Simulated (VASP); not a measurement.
# KI (Pm-3m) in VASP: a series of runs, part 2 of 3

VASP 6.6.1. Earlier steps stand in the parts before.

## 4. G0W0 quasiparticle levels, PBE

The input, POSCAR:

```
KI
1.0
    4.2911966600      0.0000000000      0.0000000000
    0.0000000000      4.2911966600      0.0000000000
    0.0000000000      0.0000000000      4.2911966600
I K
1 1
Direct
    0.5000000000      0.5000000000      0.5000000000
    0.0000000000      0.0000000000      0.0000000000
```

The input, INCAR.step1:

```
SYSTEM = KI
ALGO = Normal ; EDIFF = 1E-8
ENCUT = 450 ; GGA = PE
ISMEAR = 0 ; LASPH = .True.
LCHARG = .False. ; LREAL = .False.
LWAVE = .True. ; NELM = 100
PREC = Accurate ; SIGMA = 0.01
```

The input, INCAR.step2:

```
SYSTEM = KI
ALGO = Exact ; EDIFF = 1E-8
ENCUT = 450 ; GGA = PE
ISMEAR = 0 ; ISTART = 1
LASPH = .True. ; LCHARG = .False.
LOPTICS = .True. ; LREAL = .False.
LWAVE = .True. ; NBANDS = 187
NELM = 1 ; PREC = Accurate
SIGMA = 0.01
```

The input, INCAR.step3:

```
SYSTEM = KI
ALGO = EVGW0 ; EDIFF = 1E-8
ENCUT = 450 ; ENCUTGW = 100
GGA = PE ; ISMEAR = 0
ISTART = 1 ; LASPH = .True.
LCHARG = .False. ; LREAL = .False.
LWAVE = .True. ; NBANDS = 187
NBANDSGW = 16 ; NELMGW = 1
NOMEGA = 48 ; PREC = Accurate
PRECFOCK = Fast ; SIGMA = 0.01
```

The input, INCAR.step4:

```
SYSTEM = KI
ALGO = BSE ; ANTIRES = 0
EDIFF = 1E-8 ; ENCUT = 450
ENCUTGW = 100 ; GGA = PE
ISMEAR = 0 ; ISTART = 1
LASPH = .True. ; LCHARG = .False.
LREAL = .False. ; LWAVE = .False.
NBANDS = 187 ; NBANDSO = 4
NBANDSV = 6 ; NBSEEIG = 10
OMEGAMAX = 20 ; PREC = Accurate
PRECFOCK = Fast ; SIGMA = 0.01
```

The input, KPOINTS:

```
k-points
0
Gamma
  4 4 4
  0 0 0
```

Potentials or basis: VASP PAW PBE potentials, release 64 (I_GW, K_sv_GW).

On the command line:

```console
$ cat potpaw_PBE.64/I_GW/POTCAR potpaw_PBE.64/K_sv_GW/POTCAR > POTCAR
$ cp INCAR.step1 INCAR
$ mpirun -np 1 vasp_std > vasp.out
$ cp INCAR.step2 INCAR
$ mpirun -np 1 vasp_std > vasp.out
$ cp INCAR.step3 INCAR
$ mpirun -np 1 vasp_std > vasp.out
$ cp INCAR.step4 INCAR
$ mpirun -np 1 vasp_std > vasp.out
```

OUTCAR:

```text
SYSTEM = KI
   EDIFF = 1E-8
   ENCUT = 450
   ENCUTGW = 100
   GGA = PE
   ISMEAR = 0
   ISTART = 1
   LASPH = .True.
   LREAL = .False.
   PREC = Accurate
   PRECFOCK = Fast

 ion  position               nearest neighbor table
   1  0.500  0.500  0.500-
   2  0.000  0.000  0.000-

  LATTYP: Found a simple cubic cell.
 ALAT       =     4.2911966600

  Lattice vectors:

 A1 = (   4.2911966600,   0.0000000000,   0.0000000000)
 A2 = (   0.0000000000,   4.2911966600,   0.0000000000)
 A3 = (   0.0000000000,   0.0000000000,   4.2911966600)

Analysis of symmetry for initial positions (statically):
=====================================================================
 Subroutine PRICEL returns:
 Original cell was already a primitive cell.

 Routine SETGRP: Setting up the symmetry group for a
 simple cubic supercell.

 Subroutine GETGRP returns: Found 48 space group operations
 (whereof 48 operations were pure point group operations)
 out of a pool of 48 trial point group operations.

The static configuration has the point symmetry O_h .

Analysis of symmetry for dynamics (positions and initial velocities):
=====================================================================
 Subroutine PRICEL returns:
 Original cell was already a primitive cell.

 Routine SETGRP: Setting up the symmetry group for a
 simple cubic supercell.

 Subroutine GETGRP returns: Found 48 space group operations
 (whereof 48 operations were pure point group operations)
 out of a pool of 48 trial point group operations.

The dynamic configuration has the point symmetry O_h .

 Subroutine INISYM returns: Found 48 space group operations
 (whereof 48 operations are pure point group operations),
 and found     1 'primitive' translations

[... 46 lines left out ...]

 Found     10 irreducible k-points:

 Following reciprocal coordinates:
            Coordinates               Weight
  0.000000  0.000000  0.000000      1.000000
  0.250000  0.000000  0.000000      6.000000
  0.500000  0.000000  0.000000      3.000000
  0.250000  0.250000  0.000000     12.000000
  0.500000  0.250000  0.000000     12.000000
  0.500000  0.500000  0.000000      3.000000
  0.250000  0.250000  0.250000      8.000000
  0.500000  0.250000  0.250000     12.000000
  0.500000  0.500000  0.250000      6.000000
  0.500000  0.500000  0.500000      1.000000
   k-points           NKPTS =     10   k-points in BZ     NKDIM =     64   number of bands    NBANDS=    187
   number of dos      NEDOS =    301   number of ions     NIONS =      2
   total plane-waves  NPLWV =  27000
   dimension x,y,z NGX =    30 NGY =   30 NGZ =   30
   dimension x,y,z NGXF=    60 NGYF=   60 NGZF=   60
   ions per type =               1   1
   NGX,Y,Z   is equivalent  to a cutoff of  11.62, 11.62, 11.62 a.u.
   NGXF,Y,Z  is equivalent  to a cutoff of  23.24, 23.24, 23.24 a.u.
 SYSTEM =  KI
   PREC   = accura    normal or accurate (medium, high low for compatibility)
   ISTART =      1    job   : 0-new  1-cont  2-samecut
   ICHARG =      0    charge: 1-file 2-atom 10-const
   ISPIN  =      1    spin polarized calculation?
   LNONCOLLINEAR =      F non collinear calculations
   LSORBIT =      F    spin-orbit coupling
   LASPH  =      T    aspherical Exc in radial PAW
   ENCUT  =  450.0 eV  33.07 Ry    5.75 a.u.   7.42  7.42  7.42*2*pi/ulx,y,z
   NELM   =     60;   NELMIN=  2; NELMDL=  0     # of ELM steps
   EDIFF  = 0.1E-07   stopping-criterion for ELM
   LREAL  =      F    real-space projection
   EDIFFG = 0.1E-06   stopping-criterion for IOM
   NSW    =      0    number of steps for IOM
   IBRION =     -1    ionic relax: 0-MD 1-quasi-New 2-CG
   NFREE  =      0    steps in history (QN), initial steepest desc. (CG)
   ISIF   =      0    stress and relaxation
   ISYM   =      3    0-nonsym 1-usesym 2-fastsym
   POTIM  = 0.5000    time-step for ionic-motion
   TEBEG  =    0.0;   TEEND  =   0.0 temperature during run
   PSTRESS=    0.0 pullay stress
   NELECT =      16.0000    total number of electrons
   NUPDOWN=      -1.0000    fix difference up-down
   EMIN   =  10.00;   EMAX   =-10.00  energy-range for DOS
   EFERMI =   0.00;   METHOD = LEGACY
   ISMEAR =     0;   SIGMA  =   0.01  broadening in eV -4-tet -1-fermi 0-gaus
   EFERMI_NEDOS =   21; number of points for ismear=-14 and -15
   IALGO  =     38    algorithm
   IMIX   =      4    mixing-type and parameters
     AMIX     =   0.40;   BMIX     =  1.00
     AMIX_MAG =   1.60;   BMIX_MAG =  1.00
  volume/ion in A,a.u.               =      39.51       266.63
  Fermi-wavevector in a.u.,A,eV,Ry     =   0.961324  1.816639 12.573738  0.924144
  Thomas-Fermi vector in A             =   2.090686
   LORBIT       =      0    0 simple, 1 ext, 2 COOP (PROOUT), +10 PAW based schemes
   GGA     = PE    functional components
   LHFCALC =     T    Hartree Fock is set to
   PRECFOCK=fast      Normal, Fast or Accurate (Low or Medium for compatibility)
   ENCUT4O =  -1.0   cutoff for four orbital integrals eV
   NKREDX  =     1    reduce k-point grid by
   NKREDY  =     1    reduce k-point grid by
   NKREDZ  =     1    reduce k-point grid by
   AEXX    =    1.0000 exact exchange contribution
   HFSCREEN=    0.0000 screening length (either q_TF or 0.3 A-1)
   HFSCREENC=   0.0000 screening length for correlation (either q_TF or 0.3 A-1)
   ENCUTFOCK=  -1.0 apply spherical cutoff to Coloumb kernel
   IVDW    =     0    specifies the selected vdW correction
   LEPSILON=     F    determine dielectric tensor
   LRPA    =     F    only Hartree local field effects (RPA)
   LRPAFORCE           =     F    calculate RPA forces
   ENCUTGW             = 100.0    cutoff for response function in eV
   ENCUTGWSOFT         =  80.0    soft cutoff for Coulomb kernel in GW response function in eV
   ENCUTLF             =  -1.0    cutoff for local field effects
   NELMGW              =     1    number of iterations in solving QP/BSE equation
   NELMHF              =     1    number of iterations in the inner HF iteration
   NKREDLFX            =     1    NKREDLFY  =   1   NKREDLFZ  =   1
 non-spin polarized calculation
 Gauss-broadening in eV      SIGMA  =   0.01
  energy-cutoff  :      450.00
  volume of cell :       79.02
 maximum number of plane-waves:      1747
 NGX is ok and might be reduce to    30
  NGX = 16; NGY = 16; NGZ = 16
   NGX = 15   NGY = 15   NGZ = 15
 maximum number of plane-waves:       191
 NGX is ok and might be reduce to    14

 BSE (scaLAPACK) attempting allocation of   0.029 Gbyte  rank=   1344

=======================================================================
```

Run time: 4.5 min. Hardware: 1 thread of Intel Xeon Platinum 8375C at 2.90GHz (Ice Lake), shared host; peak memory 0.93 GiB.

Results:

- Band gap on the k mesh, mean-field level: 3.32 eV, indirect (least direct gap 3.68 eV)
- Quasiparticle gap: 5.20 eV
- Least direct quasiparticle gap: 5.60 eV

Levels at points of the mesh, in eV from the valence-band top:
```
           k point  band 4  band 5  band 6  band 7  band 8  band 9  band 10  band 11  band 12
(0.00, 0.00, 0.00)  -12.83  -11.16   -0.36   -0.36   -0.36    3.32     4.77     4.77     8.36
(0.50, 0.00, 0.00)  -12.82  -10.86   -2.29   -0.29   -0.29    5.46     6.17     7.04     7.07
(0.50, 0.50, 0.00)  -12.81  -10.81   -1.71   -1.71    0.00    3.92     5.69     6.80     6.80
(0.50, 0.50, 0.50)  -12.90  -10.64   -1.66   -1.66   -1.66    5.62     5.62     5.62     8.79
```

Dielectric function (mean over the directions given):
```tsv
energy (eV)	real part	imaginary part
0.32	3.00	0.00
1.28	3.07	0.01
2.32	3.29	0.03
3.36	3.79	0.07
4.40	5.63	0.52
5.45	8.01	2.53
6.49	0.42	4.12
7.53	-2.89	4.38
8.57	-0.97	4.05
9.61	-1.34	2.06
10.57	0.85	2.13
11.61	-1.28	0.99
12.65	-0.53	0.27
13.69	0.01	0.03
14.73	0.25	0.02
15.78	0.41	0.01
16.82	0.48	0.11
17.86	0.56	0.04
18.90	0.63	0.04
19.94	0.65	0.01
```

Lowest excitation energies (eV) and strengths:
| energy | strength |
| --- | --- |
| 4.777 | 8.2 |
| 4.777 | 8.2 |
| 4.777 | 8.2 |
| 5.017 | 0 |
| 5.019 | 0 |
| 5.019 | 0 |
| 5.659 | 17.4 |
| 5.659 | 17.4 |
| 5.659 | 17.4 |
| 5.885 | 0 |

Caveat: bands, screening cutoff and mesh are small and nothing is extrapolated, so the quasiparticle values aren't converged; spectra need much finer meshes, so this one isn't converged; spin-orbit coupling is left out, which moves the levels of the heavy elements. A k mesh can miss the band edges.

## 5. EvGW0 quasiparticle levels, PBE

POSCAR is that of step 4.

The input, INCAR.step1:

```
SYSTEM = KI
PREC = Accurate ; ENCUT = 450
EDIFF = 1E-8 ; ISMEAR = 0
SIGMA = 0.01 ; LREAL = .False.
LASPH = .True. ; NELM = 80
ALGO = Fast ; LWAVE = .True.
LCHARG = .False. ; GGA = PE
```

The input, INCAR.step2:

```
SYSTEM = KI
PREC = Accurate ; ENCUT = 450
EDIFF = 1E-8 ; ISMEAR = 0
SIGMA = 0.01 ; LREAL = .False.
LASPH = .True. ; NELM = 1
ALGO = Exact ; LWAVE = .True.
LCHARG = .False. ; GGA = PE
NBANDS = 187 ; LOPTICS = .True.
ISTART = 1
```

The input, INCAR.step3:

```
SYSTEM = KI
PREC = Accurate ; ENCUT = 450
EDIFF = 1E-8 ; ISMEAR = 0
SIGMA = 0.01 ; LREAL = .False.
LASPH = .True. ; ALGO = EVGW0
LWAVE = .False. ; LCHARG = .False.
GGA = PE ; NELMGW = 4
NBANDS = 187 ; ENCUTGW = 100
NOMEGA = 64 ; PRECFOCK = Fast
ISTART = 1 ; NBANDSGW = 16
```

The input, KPOINTS:

```
regular mesh
0
Gamma
  4 4 4
  0 0 0
```

Potentials or basis: VASP PAW PBE potentials, release 64 (I_GW, K_sv_GW).

On the command line:

```console
$ cat potpaw_PBE.64/I_GW/POTCAR potpaw_PBE.64/K_sv_GW/POTCAR > POTCAR
$ cp INCAR.step1 INCAR
$ mpirun -np 1 vasp_std > vasp.out
$ cp INCAR.step2 INCAR
$ mpirun -np 1 vasp_std > vasp.out
$ cp INCAR.step3 INCAR
$ mpirun -np 1 vasp_std > vasp.out
```

OUTCAR:

```text
SYSTEM = KI
   PREC = Accurate
   ENCUT = 450
   EDIFF = 1E-8
   ISMEAR = 0
   LREAL = .False.
   LASPH = .True.
   GGA = PE
   NELMGW = 4
   ENCUTGW = 100
   PRECFOCK = Fast
   ISTART = 1

 ion  position               nearest neighbor table
   1  0.500  0.500  0.500-
   2  0.000  0.000  0.000-

  LATTYP: Found a simple cubic cell.
 ALAT       =     4.2911966600

  Lattice vectors:
[... 157 lines left out ...]
   ENCUTGWSOFT         =  80.0    soft cutoff for Coulomb kernel in GW response function in eV
   ENCUTLF             =  -1.0    cutoff for local field effects
   NELMGW              =     4    number of iterations in solving QP/BSE equation
   NELMHF              =     1    number of iterations in the inner HF iteration
   NKREDLFX            =     1    NKREDLFY  =   1   NKREDLFZ  =   1
 non-spin polarized calculation
 Gauss-broadening in eV      SIGMA  =   0.01
  energy-cutoff  :      450.00
  volume of cell :       79.02
 maximum number of plane-waves:      1747
 NGX is ok and might be reduce to    30
  NGX = 16; NGY = 16; NGZ = 16
   NGX = 15   NGY = 15   NGZ = 15
 maximum number of plane-waves:       191
 NGX is ok and might be reduce to    14

 QP shifts <psi_nk| G(iteration)W_0 |psi_nk>: iteration 1
 for sc-GW calculations column KS-energies equals QP-energies in previous step
 and V_xc(KS)=  KS-energies - (<T + V_ion + V_H > + <T+V_H+V_ion>^1  + <V_x>^1)

 k-point   1 :       0.0000    0.0000    0.0000
  band No.  KS-energies  QP-energies   sigma(KS)   V_xc(KS)     V^pw_x(r,r')   Z            occupation Imag(sigma)

      1     -27.4543     -29.1172     -21.2716     -18.5192     -30.7344       0.6042       2.0000       0.5961
      2     -10.9075     -13.6011     -21.2732     -17.8214     -24.6593       0.7804       2.0000       0.1321
      3     -10.9075     -13.6011     -21.2732     -17.8214     -24.6593       0.7804       2.0000       0.1321
      4     -10.9075     -13.6011     -21.2732     -17.8214     -24.6593       0.7804       2.0000       0.1321
      5      -9.2317     -10.3280     -13.5019     -12.0030     -18.9305       0.7315       2.0000       1.3296
      6       1.5653       0.1853     -12.8268     -11.0655     -14.1344       0.7835       2.0000       0.0797
[... 781 lines left out ...]
      2     -14.2928     -14.3166     -21.0439       6.7204     -24.5327       0.7756       2.0000       0.1310
      3     -14.2928     -14.3166     -21.0439       6.7204     -24.5327       0.7756       2.0000       0.1310
      4     -14.2928     -14.3166     -21.0439       6.7204     -24.5327       0.7756       2.0000       0.1310
      5     -10.0495     -10.0644     -13.8005       3.7307     -19.0644       0.7297       2.0000       1.1374
      6      -1.5479      -1.5564     -11.9504      10.3916     -13.6685       0.7761       2.0000       0.1136
[... 8 lines left out ...]
     15      11.9084      11.9101      -6.6966      18.6072      -2.5288       0.7836       0.0000      -0.1808
     16      14.7809      14.7868     -10.1609      24.9494      -5.8894       0.7779       0.0000      -0.2435
```

It took 15 min on 1 thread of Intel Xeon Platinum 8488C (Sapphire Rapids), shared host; peak memory 0.92 GiB.

What came out:

- Band gap on the k mesh, mean-field level: 3.32 eV, indirect (least direct gap 3.68 eV)
- Quasiparticle gap: 5.54 eV
- Least direct quasiparticle gap: 5.96 eV

Quasiparticle gap after each update of the energies (eV): 5.19, 5.48, 5.53, 5.54

Caveat: bands, screening cutoff and mesh are small and nothing is extrapolated, so the quasiparticle values aren't converged; spin-orbit coupling is left out, which moves the levels of the heavy elements. A k mesh can miss the band edges.

[end of part 2 of 3]
